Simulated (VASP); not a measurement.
Calculation: SCAN meta-GGA, VASP's PBE PAW potentials (set 64) (plane waves; VASP 6.6.1).

The input files of a VASP run:

**POSCAR**
```
LiI
1
    0.0000000000     3.0100000000     3.0100000000
    3.0100000000     0.0000000000     3.0100000000
    3.0100000000     3.0100000000     0.0000000000
Li I
1 1
Direct
  0.0000000000   0.0000000000   0.0000000000
  0.5000000000   0.5000000000   0.5000000000
```

INCAR:
```
SYSTEM=LiI
PREC=Accurate; ENCUT=520; LREAL=.FALSE.
LASPH=.TRUE.
EDIFF=1E-6; NELM=100; ALGO=Normal
LMAXMIX=4; LMIXTAU=.TRUE.
ISMEAR=0; SIGMA=0.05
METAGGA=SCAN
IBRION=2; NSW=60; ISIF=3
EDIFFG=-0.01
LWAVE=.FALSE.; LCHARG=.FALSE.
```

### KPOINTS
```
Automatic mesh
0
Gamma
7 7 7
0 0 0
```

POTCAR, in this order: Li_sv I (PBE.64 set). Program: vasp_std.

Output of the run:

File OUTCAR:
```
 ion  position               nearest neighbor table
   1  0.000  0.000  0.000-   2 3.01   2 3.01   2 3.01   2 3.01   2 3.01   2 3.01
   2  0.500  0.500  0.500-   1 3.01   1 3.01   1 3.01   1 3.01   1 3.01   1 3.01
  LATTYP: Found a face centered cubic cell.
 ALAT       =     6.0200000000
 Subroutine PRICEL returns:
 Original cell was already a primitive cell.
 Subroutine GETGRP returns: Found 48 space group operations
The static configuration has the point symmetry O_h .
The dynamic configuration has the point symmetry O_h .
 Subroutine INISYM returns: Found 48 space group operations
 Subroutine IBZKPT returns following result:
 Found     20 irreducible k-points:

 Following reciprocal coordinates:
            Coordinates               Weight
  0.000000  0.000000  0.000000      1.000000
  0.142857  0.000000  0.000000      8.000000
  0.285714  0.000000  0.000000      8.000000
  0.428571  0.000000  0.000000      8.000000
  0.142857  0.142857  0.000000      6.000000
  0.285714  0.142857  0.000000     24.000000
  0.428571  0.142857  0.000000     24.000000
 -0.428571  0.142857  0.000000     24.000000
 -0.285714  0.142857  0.000000     24.000000
...
```

**OSZICAR**
```
       N       E                     dE             d eps       ncg     rms          rms(c)
DAV:   1     0.265638074468E+01    0.26564E+01   -0.37167E+03   360   0.972E+02
DAV:   2    -0.413788391539E+02   -0.44035E+02   -0.42799E+02   519   0.140E+02
DAV:   3    -0.430808775802E+02   -0.17020E+01   -0.17009E+01   428   0.329E+01
DAV:   4    -0.431443539098E+02   -0.63476E-01   -0.63332E-01   622   0.592E+00
DAV:   5    -0.431446130105E+02   -0.25910E-03   -0.25908E-03   450   0.449E-01    0.162E+00
DAV:   6    -0.416625925648E+02    0.14820E+01   -0.27760E-01   517   0.523E+00    0.159E+00
DAV:   7    -0.418352053891E+02   -0.17261E+00   -0.15339E-01   385   0.436E+00    0.253E-01
DAV:   8    -0.419517835885E+02   -0.11658E+00   -0.19108E-01   381   0.361E+00    0.319E-01
DAV:   9    -0.418036129895E+02    0.14817E+00   -0.24853E-02   367   0.229E+00    0.408E-01
DAV:  10    -0.418020885524E+02    0.15244E-02   -0.10928E-02   370   0.159E+00    0.139E-01
DAV:  11    -0.417836697062E+02    0.18419E-01   -0.38609E-02   384   0.250E+00    0.782E-02
DAV:  12    -0.417826031714E+02    0.10665E-02   -0.33222E-03   408   0.811E-01    0.445E-02
DAV:  13    -0.417616967170E+02    0.20906E-01   -0.59563E-03   366   0.120E+00    0.492E-02
DAV:  14    -0.417884338362E+02   -0.26737E-01   -0.11598E-02   364   0.157E+00    0.138E-02
DAV:  15    -0.417886089430E+02   -0.17511E-03   -0.15810E-04   556   0.172E-01    0.749E-03
DAV:  16    -0.417886905675E+02   -0.81625E-04   -0.21780E-05   417   0.693E-02    0.652E-03
DAV:  17    -0.417886886212E+02    0.19463E-05   -0.78787E-07   462   0.124E-02    0.626E-03
DAV:  18    -0.417886425369E+02    0.46084E-04   -0.22990E-05   382   0.785E-02    0.325E-03
DAV:  19    -0.417886064194E+02    0.36118E-04   -0.27181E-05   482   0.795E-02    0.454E-03
DAV:  20    -0.417885953924E+02    0.11027E-04   -0.20948E-06   546   0.196E-02    0.470E-03
DAV:  21    -0.417885808417E+02    0.14551E-04   -0.13028E-06   400   0.168E-02    0.469E-03
DAV:  22    -0.417885776429E+02    0.31989E-05   -0.10501E-07   286   0.401E-03    0.471E-03
DAV:  23    -0.417885463707E+02    0.31272E-04   -0.62867E-06   403   0.352E-02    0.227E-03
DAV:  24    -0.417885420513E+02    0.43194E-05   -0.44690E-07   517   0.883E-03    0.166E-03
DAV:  25    -0.417885366256E+02    0.54257E-05   -0.85791E-07   449   0.144E-02    0.996E-04
DAV:  26    -0.417885256580E+02    0.10968E-04   -0.93858E-07   412   0.133E-02    0.116E-03
DAV:  27    -0.417885137295E+02    0.11928E-04   -0.10069E-06   450   0.143E-02    0.932E-04
DAV:  28    -0.417885080949E+02    0.56346E-05   -0.23067E-07   378   0.642E-03    0.850E-04
DAV:  29    -0.417885058827E+02    0.22122E-05   -0.33982E-08   223   0.265E-03    0.740E-04
DAV:  30    -0.417885054110E+02    0.47175E-06   -0.14278E-08   218   0.106E-03
   1 F= -.41788505E+02 E0= -.41788505E+02  d E =-.417885E+02
       N       E                     dE             d eps       ncg     rms          rms(c)
DAV:   1    -0.417912387037E+02   -0.27328E-02   -0.47278E-02   369   0.130E+00    0.280E-01
DAV:   2    -0.417900535496E+02    0.11852E-02   -0.40331E-03   376   0.582E-01    0.140E-01
DAV:   3    -0.417891158576E+02    0.93769E-03   -0.22515E-03   366   0.387E-01    0.713E-02
DAV:   4    -0.417893223249E+02   -0.20647E-03   -0.84121E-04   362   0.416E-01    0.493E-02
DAV:   5    -0.417885565544E+02    0.76577E-03   -0.12363E-03   361   0.500E-01    0.210E-02
DAV:   6    -0.417895356802E+02   -0.97913E-03   -0.49962E-04   361   0.325E-01    0.475E-03
DAV:   7    -0.417895604492E+02   -0.24769E-04   -0.84235E-06   481   0.362E-02    0.503E-03
DAV:   8    -0.417895555142E+02    0.49349E-05   -0.37372E-06   370   0.310E-02    0.809E-03
DAV:   9    -0.417896672779E+02   -0.11176E-03   -0.52984E-05   490   0.787E-02    0.471E-03
DAV:  10    -0.417897142285E+02   -0.46951E-04   -0.12809E-05   473   0.457E-02    0.726E-03
DAV:  11    -0.417897538067E+02   -0.39578E-04   -0.12531E-05   505   0.467E-02    0.573E-03
DAV:  12    -0.417897665200E+02   -0.12713E-04   -0.41617E-06   379   0.319E-02    0.296E-03
DAV:  13    -0.417897745285E+02   -0.80085E-05   -0.10262E-06   515   0.143E-02    0.402E-03
DAV:  14    -0.417898496244E+02   -0.75096E-04   -0.29191E-05   472   0.631E-02    0.406E-03
DAV:  15    -0.417898368571E+02    0.12767E-04   -0.16918E-06   467   0.147E-02    0.478E-03
DAV:  16    -0.417899706507E+02   -0.13379E-03   -0.81149E-05   447   0.108E-01    0.166E-03
DAV:  17    -0.417899104251E+02    0.60226E-04   -0.20347E-05   475   0.531E-02    0.964E-04
DAV:  18    -0.417899456091E+02   -0.35184E-04   -0.48934E-06   472   0.282E-02    0.483E-04
DAV:  19    -0.417899331542E+02    0.12455E-04   -0.63082E-07   444   0.995E-03    0.125E-04
DAV:  20    -0.417899426388E+02   -0.94846E-05   -0.37676E-07   414   0.802E-03    0.904E-05
DAV:  21    -0.417899448867E+02   -0.22479E-05   -0.46046E-08   185   0.303E-03    0.869E-05
DAV:  22    -0.417899415654E+02    0.33213E-05   -0.28280E-08   182   0.257E-03    0.492E-05
DAV:  23    -0.417899422142E+02   -0.64882E-06   -0.32999E-09   180   0.970E-04
   2 F= -.41789942E+02 E0= -.41789942E+02  d E =-.143680E-02
       N       E                     dE             d eps       ncg     rms          rms(c)
DAV:   1    -0.417972609137E+02   -0.73193E-02   -0.15706E-01   367   0.239E+00    0.518E-01
DAV:   2    -0.417917148123E+02    0.55461E-02   -0.12455E-02   369   0.103E+00    0.254E-01
DAV:   3    -0.417903353844E+02    0.13794E-02   -0.86268E-03   362   0.677E-01    0.135E-01
DAV:   4    -0.417908846112E+02   -0.54923E-03   -0.19712E-03   361   0.634E-01    0.104E-01
DAV:   5    -0.417897954708E+02    0.10891E-02   -0.19350E-03   361   0.643E-01    0.263E-02
DAV:   6    -0.417911705206E+02   -0.13750E-02   -0.68184E-04   362   0.371E-01    0.159E-02
DAV:   7    -0.417911954966E+02   -0.24976E-04   -0.10989E-05   378   0.518E-02    0.130E-02
DAV:   8    -0.417911947327E+02    0.76388E-06   -0.11469E-06   384   0.153E-02
   3 F= -.41791195E+02 E0= -.41791195E+02  d E =-.268932E-02
```

### OUTCAR
```
------------------------ aborting loop because EDIFF is reached ----------------------------------------
  FORCE on cell =-STRESS in cart. coord.  units (eV):
  Direction    XX          YY          ZZ          XY          YZ          ZX
  --------------------------------------------------------------------------------------
  Total        0.0026582      0.0026582      0.0026582      0.0000000     -0.0000000      0.0000000
  in kB        0.0800627      0.0800627      0.0800627      0.0000000     -0.0000000      0.0000000
  external PRESSURE =       0.0800627 kB  Pullay stress =       0.0000000 kB
  volume of cell :       53.19
      direct lattice vectors                 reciprocal lattice vectors
    -0.000000000  2.985007608  2.985007608    -0.167503761  0.167503761  0.167503761
     2.985007608 -0.000000000  2.985007608     0.167503761 -0.167503761  0.167503761
     2.985007608  2.985007608  0.000000000     0.167503761  0.167503761 -0.167503761
 POSITION                                       TOTAL-FORCE (eV/Angst)
 -----------------------------------------------------------------------------------
      0.00000      0.00000      0.00000        -0.000000      0.000000     -0.000000
      2.98501      2.98501      2.98501         0.000000     -0.000000      0.000000
 -----------------------------------------------------------------------------------
    total drift:                                0.000000     -0.000000      0.000000
  FREE ENERGIE OF THE ION-ELECTRON SYSTEM (eV)
  ---------------------------------------------------
  free  energy   TOTEN  =       -41.7911947327 eV

  energy  without entropy=      -41.7911947327  energy(sigma->0) =      -41.79119473

 reached required accuracy - stopping structural energy minimisation
```
(Selected blocks of OUTCAR.)

**CONTCAR**
```
LiI
   1.00000000000000
    -0.0000000000000000    2.9850076083884698    2.9850076083884698
     2.9850076083884698   -0.0000000000000000    2.9850076083884698
     2.9850076083884698    2.9850076083884698    0.0000000000000000
  Li              I
     1     1
Direct
     0.0000000000000000    0.0000000000000000    0.0000000000000000
     0.5000000000000000    0.5000000000000000    0.5000000000000000
```

Energy and stress use the plane-wave basis of the starting cell.

The compound is LiI in the rock salt structure. This run relaxes it. Symmetry was kept, so distortions that lower it aren't found.
